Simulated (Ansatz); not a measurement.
# Si2Mo (I4/mmm) in Ansatz: notebook

Runs on Si2Mo. Level: PBEsol. Tasks: single point, equation of state.

All numbers are computed with Ansatz 0.2.0; they aren't measurements. Logs are shortened: lines on timing, memory, paths and dates and some standing lists are left out, and cuts for length are marked.

**1. Starting point**

The structure is tetragonal, space group I4/mmm (No. 139). Conventional cell: a = 3.200 Å, b = 3.200 Å, c = 7.861 Å, α = 90.00°, β = 90.00°, γ = 90.00°. Mo (site symmetry 4/mmm) has 10 Si at 2.62 Å as nearest neighbours. Si (site symmetry 4mm) has 5 Si at 2.61 to 2.63 Å and 5 Mo at 2.62 Å as nearest neighbours.

**2. Single point, PBEsol, 12.61 Å³/atom (volume scaled by 0.94)**

input.yaml

```yaml
crystal:
  lattice:
    - [-1.5673377739, 1.5673377739, 3.8502632003]
    - [1.5673377739, -1.5673377739, 3.8502632003]
    - [1.5673377739, 1.5673377739, -3.8502632003]
  atoms:
    - { symbol: Mo, position: [0.0, 0.0, 0.0] }
    - { symbol: Si, position: [0.667, 0.667, 0.0] }
    - { symbol: Si, position: [0.333, 0.333, 0.0] }
kpoints:
  mp_grid: { grid: [12, 12, 12] }
scf:
  occupations: { method: fermi_dirac, width: 0.05 }
hamiltonian:
  xc: pbesol
  pseudopotentials: { kind: all_electron, lapw: { basis_error: 0.002 } }
output:
  forces: true
  stress: true
  eigenvalues: true
```

Potentials or basis: all-electron LAPW, scalar-relativistic.

Run with:

```console
$ ansatz run input.yaml --threads 2 --pin off --max-ram 6144MiB --backend cpu --events-out ev --progress --plain --runs-dir out
```

The program printed:

```text
Warning: RAYON_NUM_THREADS=2 ignored (pool sized by the plan → 2); use --threads N
LAPW: plane waves up to 7.508 Å⁻¹, error target 2.0e-3 eV per atom; small_component_spin mean_spin; Si in spheres of 1.144 Å, 12 of its electrons in bands, Dirac shells []; Mo in spheres of 1.419 Å, 24 of its electrons in bands, Dirac shells [] (how accurate: hamiltonian.pseudopotentials.lapw.basis_error, Limitations)
Engine: ansatz 0.2.0, x86_64-unknown-linux-gnu
Pseudopotentials: kind: all_electron
Pseudopotential: Mo, LAPW, valence charge 24, lapw/all_electron/scalar/gaussian/Mo, Koelling and Harmon's equation, gaussian nucleus
Pseudopotential: Si, LAPW, valence charge 12, lapw/all_electron/scalar/gaussian/Si, Koelling and Harmon's equation, gaussian nucleus
Functional definition: PBEsol
  exchange = pbesol_x
  correlation = pbesol_c
Crystal: 3 atoms, lattice volume = 37.833 Å³
Basis set: ecut = 214.7656774511974 eV, 277 PW (Γ), FFT grids on a1+a3, a2+a3, a3, exchange–correlation at level 2
Bands: 29, of which v1, the nominal top of the filled ones, is band 24 counted from 1 (23 counted from 0)
Symmetry: 16 space group operations
Space group: I4/mmm (ITA 139), of the structure as read, at distance tolerance 3.4e-5 Å
k-points: 163 of 1728
Non-local potential: Mo, projectors of the file, none
Non-local potential: Si, projectors of the file, none
Initial density: superposition of atomic densities (chi_scale 0.1, normalization cell, long waves kept (reshape's long-wave potential 0.00 eV rms))
Initial wavefunctions: plane waves of lowest kinetic energy (no species holds an atomic orbital)
Functional: x = pbesol(κ = 0.804, μ = 0.12345679012345678), c = pbesol(β = 0.046)
iter 1 solved again at ethr=1.57e-3 eV; its pass at ethr=1.00e-1 eV (dr2=7.53e-1 eV) is discarded
SCF iter   1: F=—  HF=-125877.783101 eV  |F-HF|=—  |Δ(HF+E_count)|=         —  Δρ=4.30e-2  dr2=7.55e-1  ethr=1.57e-3  ⟨swp⟩=2.0  Hψ=31413  notcnv=0
preconditioner: auto → Kerker (q_TF=auto, 2.839 Å⁻¹)  [metal: Δε(μ)=0.075 eV  Ē_g=8.965 eV  σ=0.050 eV  W_gap=0.32  n_scr=14 (ndim 8)  ℏωp=22.6 eV  f_vac=0.000  D(μ)=0.21/eV (n_scr^D=0)]
SCF iter   2: F=—  HF=-125877.185923 eV  |F-HF|=—  |Δ(HF+E_count)|=   5.97e-1  Δρ=2.66e-2  dr2=4.76e-1  ethr=1.57e-3  ⟨swp⟩=3.0  Hψ=14796  notcnv=0
SCF iter   3: F=—  HF=-125876.996554 eV  |F-HF|=—  |Δ(HF+E_count)|=   1.89e-1  Δρ=1.43e-2  dr2=6.10e-2  ethr=9.92e-4  ⟨swp⟩=2.0  Hψ=13216  notcnv=0  defer=1
SCF iter   4: F=—  HF=-125876.972829 eV  |F-HF|=—  |Δ(HF+E_count)|=         —  Δρ=3.67e-3  dr2=7.89e-3  ethr=1.27e-4  ⟨swp⟩=2.0  Hψ=13835  notcnv=0
the basis was enlarged: its passes take 213.1 KiB over the memory plan, 2 of 2 planned eigensolver slots
SCF iter   5: F=—  HF=-125876.972158 eV  |F-HF|=—  |Δ(HF+E_count)|=   6.71e-4  Δρ=1.72e-3  dr2=1.76e-3  ethr=1.64e-5  ⟨swp⟩=2.2  Hψ=13286  notcnv=0
SCF iter   6: F=—  HF=-125876.971159 eV  |F-HF|=—  |Δ(HF+E_count)|=   9.99e-4  Δρ=8.21e-4  dr2=4.27e-4  ethr=3.67e-6  ⟨swp⟩=2.0  Hψ=13221  notcnv=0
iter 7 solved again at ethr=4.44e-8 eV; its pass at ethr=8.89e-7 eV (dr2=2.13e-5 eV) is discarded
SCF iter   7: F=—  HF=-125876.970876 eV  |F-HF|=—  |Δ(HF+E_count)|=   2.83e-4  Δρ=1.81e-4  dr2=2.13e-5  ethr=4.44e-8  ⟨swp⟩=2.0  Hψ=22852  notcnv=0
SCF iter   8: F=—  HF=-125876.970867 eV  |F-HF|=—  |Δ(HF+E_count)|=   9.45e-6  Δρ=2.99e-5  dr2=5.68e-7  ethr=4.44e-8  ⟨swp⟩=2.0  Hψ=13219  notcnv=0
SCF iter   9: F=—  HF=-125876.970867 eV  |F-HF|=—  |Δ(HF+E_count)|=   2.60e-8  Δρ=1.64e-5  dr2=2.33e-7  ethr=1.18e-9  ⟨swp⟩=2.0  Hψ=13219  notcnv=0
SCF iter  10: F=-125876.970867 eV  HF=-125876.970867 eV  |F-HF|=1.05e-8  |Δ(HF+E_count)|=   6.95e-8  Δρ=2.79e-6  dr2=5.72e-9  ethr=4.86e-10  ⟨swp⟩=2.0  Hψ=13219  notcnv=0
SCF 1 converged in 10 iterations: F = -125876.970867 eV  dr2 = 5.72e-9
SCF converged after 10 iterations
Free energy (F): -125876.970867 eV
Harris-Foulkes:  -125876.970867 eV  (|F-HF|=1.05e-8)
Internal energy: -125876.968787 eV  (E = F + TS)
E sigma→0 (E₀):  -125876.969827 eV
Entropy (-TS):   -0.002080 eV (-0.693 meV/atom)
Fermi energy:    19.354290 eV
--- Per-component energies (eV) ---
  E_band       = -3261.362747
  E_kinetic    = 129913.822698
  E_xc         = -4425.949947
  E_electrostatic = -251364.841539  (all electrons and nuclei)
  E_smearing   = -0.002080  (= −TS)
  E_closure    = 0.000000  (closes the sum)
  E_atoms      = -125851.974525  (free atoms, spherical and without spin; not in F)
  Σ components = -125876.970867   (vs F -125876.970867, Δ=0.00e0)
  Basis errors (estimates in eV, not in F): energy 6.7e-4 per atom: plane waves 5.8e-4 (3.1e-4 summed), levels above the bands 8.1e-50, relativity 2.3e-8, radial functions 8.4e-5, core shells 1.6e-6; eigenvalues (radial functions only) 4.6e-6; not estimated: angular momenta, meshes, grids; target (lapw.basis_error) 2.0e-3; muffin-tin radii Si 1.144 Å, Mo 1.419 Å
--- Forces (eV/Å), atoms counted from 1 ---
  atom   1  Mo     0.00000000     0.00000000     0.00000000
  atom   2  Si     0.00000000     0.00000000    -0.22797348
  atom   3  Si     0.00000000     0.00000000     0.22797348
  max |Σ_I F_I| component: 3.70e-31 eV/Å
--- Stress (GPa, compression-positive) ---
       12.005890       0.000000      -0.000000
        0.000000      12.005890      -0.000000
       -0.000000      -0.000000      12.743691
  P = ⅓ Tr σ = 12.2518 GPa (122.518 kbar)
--- Band table (eV; the first three rows and the last of 163) ---
  k-point 0: bands = ["-197.8133", "-197.7927", "-197.7823", "-197.7739", "-197.7739", "-114.5900", "-114.5872", "-70.8779", "-70.8779", "-70.8712", "-70.8712", "-70.8631", "-70.8539", "-41.2149", "-15.4531", "-15.3117", "-15.3117", "5.4082", "12.6014", "15.9806", "15.9931", "16.5153", "16.5153", "19.7965", "22.2116", "22.8338", "23.1748", "23.1748", "23.7227"]
  k-point 1: bands = ["-197.8133", "-197.7927", "-197.7823", "-197.7739", "-197.7739", "-114.5899", "-114.5873", "-70.8779", "-70.8774", "-70.8720", "-70.8712", "-70.8628", "-70.8540", "-41.2116", "-15.4487", "-15.3336", "-15.3302", "5.6352", "12.8067", "15.1946", "15.9358", "16.0739", "17.3490", "18.9753", "22.2536", "22.7371", "22.9697", "23.2819", "24.1357"]
  k-point 2: bands = ["-197.8133", "-197.7927", "-197.7823", "-197.7739", "-197.7739", "-114.5897", "-114.5875", "-70.8782", "-70.8762", "-70.8737", "-70.8711", "-70.8621", "-70.8542", "-41.2025", "-15.4368", "-15.3910", "-15.3807", "6.2917", "13.3091", "14.4455", "14.7968", "16.3248", "17.4197", "17.9194", "21.9684", "22.9820", "23.2005", "23.4556", "24.3523"]
  k-point 162: bands = ["-197.8133", "-197.7927", "-197.7823", "-197.7739", "-197.7739", "-114.5895", "-114.5877", "-70.8782", "-70.8782", "-70.8708", "-70.8708", "-70.8590", "-70.8580", "-41.2139", "-15.4875", "-15.3139", "-15.3139", "7.3671", "8.9904", "15.4614", "16.8639", "18.7078", "18.7078", "18.8423", "18.8423", "19.9507", "24.2315", "25.2599", "25.2784"]
```

Wall time 14 s (2 threads of Intel Xeon Platinum 8488C (Sapphire Rapids), shared host); peak memory 0.63 GiB.

What came out:

```yaml
Free_energy: -125876.9709 eV
Pressure: 12.3 GPa
Largest_force: 0.228 eV/Å
Band_gap_on_the_k_mesh: none (metal or under the smearing width)
```

**3. Single point, PBEsol, 12.88 Å³/atom (volume scaled by 0.96)**

input.yaml: that of step 2 with these lines changed.

```diff
@@ -2,5 +2,5 @@
   lattice:
-    - [-1.5673377739, 1.5673377739, 3.8502632003]
-    - [1.5673377739, -1.5673377739, 3.8502632003]
-    - [1.5673377739, 1.5673377739, -3.8502632003]
+    - [-1.5783757276, 1.5783757276, 3.8773786233]
+    - [1.5783757276, -1.5783757276, 3.8773786233]
+    - [1.5783757276, 1.5783757276, -3.8773786233]
   atoms:
```

Potentials or basis: all-electron LAPW, scalar-relativistic.

Run with:

```console
$ ansatz run input.yaml --threads 2 --pin off --max-ram 6144MiB --backend cpu --events-out ev --progress --plain --runs-dir out
```

Run time: 16 s. Hardware: 2 threads of Intel Xeon Platinum 8488C (Sapphire Rapids), shared host; peak memory 0.63 GiB.

Results (log left out):

```
Free energy            : -125877.0182 eV
Pressure               : 6.7 GPa
Largest force          : 0.263 eV/Å
Band gap on the k mesh : none (metal or under the smearing width)
```

**4. Single point, PBEsol, 13.15 Å³/atom (volume scaled by 0.98)**

input.yaml: that of step 3 with these lines changed.

```diff
@@ -2,5 +2,5 @@
   lattice:
-    - [-1.5783757276, 1.5783757276, 3.8773786233]
-    - [1.5783757276, -1.5783757276, 3.8773786233]
-    - [1.5783757276, 1.5783757276, -3.8773786233]
+    - [-1.5892614214, 1.5892614214, 3.9041200105]
+    - [1.5892614214, -1.5892614214, 3.9041200105]
+    - [1.5892614214, 1.5892614214, -3.9041200105]
   atoms:
```

Run with:

```console
$ ansatz run input.yaml --threads 2 --pin off --max-ram 6144MiB --backend cpu --events-out ev --progress --plain --runs-dir out
```

It took 14 s on 2 threads of Intel Xeon Platinum 8488C (Sapphire Rapids), shared host; peak memory 0.63 GiB.

It converged, with:

| Item | Value |
| --- | --- |
| Free energy | -125877.0392 eV |
| Pressure | 1.8 GPa |
| Largest force | 0.296 eV/Å |
| Band gap on the k mesh | none (metal or under the smearing width) |

**5. Single point, PBEsol, 13.42 Å³/atom**

input.yaml: that of step 4 with these lines changed.

```diff
@@ -2,5 +2,5 @@
   lattice:
-    - [-1.5892614214, 1.5892614214, 3.9041200105]
-    - [1.5892614214, -1.5892614214, 3.9041200105]
-    - [1.5892614214, 1.5892614214, -3.9041200105]
+    - [-1.6, 1.6, 3.9305]
+    - [1.6, -1.6, 3.9305]
+    - [1.6, 1.6, -3.9305]
   atoms:
```

Run with:

```console
$ ansatz run input.yaml --threads 2 --pin off --max-ram 6144MiB --backend cpu --events-out ev --progress --plain --runs-dir out
```

Wall time 14 s (2 threads of Intel Xeon Platinum 8488C (Sapphire Rapids), shared host); peak memory 0.63 GiB.

Results (log left out):

```
Free energy            : -125877.0366 eV
Pressure               : -2.7 GPa
Largest force          : 0.326 eV/Å
Band gap on the k mesh : none (metal or under the smearing width)
```

**6. Single point, PBEsol, 13.68 Å³/atom (volume scaled by 1.02)**

input.yaml: that of step 5 with these lines changed.

```diff
@@ -2,5 +2,5 @@
   lattice:
-    - [-1.6, 1.6, 3.9305]
-    - [1.6, -1.6, 3.9305]
-    - [1.6, 1.6, -3.9305]
+    - [-1.6105963353, 1.6105963353, 3.9565305599]
+    - [1.6105963353, -1.6105963353, 3.9565305599]
+    - [1.6105963353, 1.6105963353, -3.9565305599]
   atoms:
```

Potentials or basis: all-electron LAPW, scalar-relativistic.

Run with:

```console
$ ansatz run input.yaml --threads 2 --pin off --max-ram 6144MiB --backend cpu --events-out ev --progress --plain --runs-dir out
```

Wall time 15 s (2 threads of Intel Xeon Platinum 8488C (Sapphire Rapids), shared host); peak memory 0.62 GiB.

It converged, with:

```
Free energy            : -125877.0129 eV
Pressure               : -6.7 GPa
Largest force          : 0.355 eV/Å
Band gap on the k mesh : none (metal or under the smearing width)
```

**7. Single point, PBEsol, 13.95 Å³/atom (volume scaled by 1.04)**

input.yaml: that of step 6 with these lines changed.

```diff
@@ -2,5 +2,5 @@
   lattice:
-    - [-1.6105963353, 1.6105963353, 3.9565305599]
-    - [1.6105963353, -1.6105963353, 3.9565305599]
-    - [1.6105963353, 1.6105963353, -3.9565305599]
+    - [-1.6210550461, 1.6210550461, 3.9822230367]
+    - [1.6210550461, -1.6210550461, 3.9822230367]
+    - [1.6210550461, 1.6210550461, -3.9822230367]
   atoms:
```

Run with:

```console
$ ansatz run input.yaml --threads 2 --pin off --max-ram 6144MiB --backend cpu --events-out ev --progress --plain --runs-dir out
```

Wall time 14 s (2 threads of Intel Xeon Platinum 8488C (Sapphire Rapids), shared host); peak memory 0.63 GiB.

Results (log left out):

```
Free energy            : -125876.9701 eV
Pressure               : -10.2 GPa
Largest force          : 0.382 eV/Å
Band gap on the k mesh : none (metal or under the smearing width)
```

**8. Single point, PBEsol, 14.22 Å³/atom (volume scaled by 1.06)**

input.yaml: that of step 7 with these lines changed.

```diff
@@ -2,5 +2,5 @@
   lattice:
-    - [-1.6210550461, 1.6210550461, 3.9822230367]
-    - [1.6210550461, -1.6210550461, 3.9822230367]
-    - [1.6210550461, 1.6210550461, -3.9822230367]
+    - [-1.6313805159, 1.6313805159, 4.0075881985]
+    - [1.6313805159, -1.6313805159, 4.0075881985]
+    - [1.6313805159, 1.6313805159, -4.0075881985]
   atoms:
```

Run with:

```console
$ ansatz run input.yaml --threads 2 --pin off --max-ram 6144MiB --backend cpu --events-out ev --progress --plain --runs-dir out
```

It took 14 s on 2 threads of Intel Xeon Platinum 8488C (Sapphire Rapids), shared host; peak memory 0.62 GiB.

Results (log left out):

| Property | Result |
| --- | --- |
| Free energy | -125876.9104 eV |
| Pressure | -13.4 GPa |
| Largest force | 0.407 eV/Å |
| Band gap on the k mesh | none (metal or under the smearing width) |

**9. Equation of state, PBEsol**

Potentials or basis: all-electron LAPW, scalar-relativistic.

This step only gathers the single runs of the series.

What came out:

```
Equilibrium volume                        : 13.25 Å³/atom
Bulk modulus at fixed shape and positions : 222 GPa
Pressure derivative of the bulk modulus   : 4.4
```

Energy against volume, from the lowest point:
```csv
volume (Å³/atom),energy (meV/atom)
12.611,22.79
12.879,7.01
13.148,0.00
13.416,0.87
13.684,8.79
13.953,23.04
14.221,42.95
```

Caveat: the cell was scaled at fixed shape and fractional positions, which overstates the stiffness of a crystal with free parameters, most of all of layers and chains.
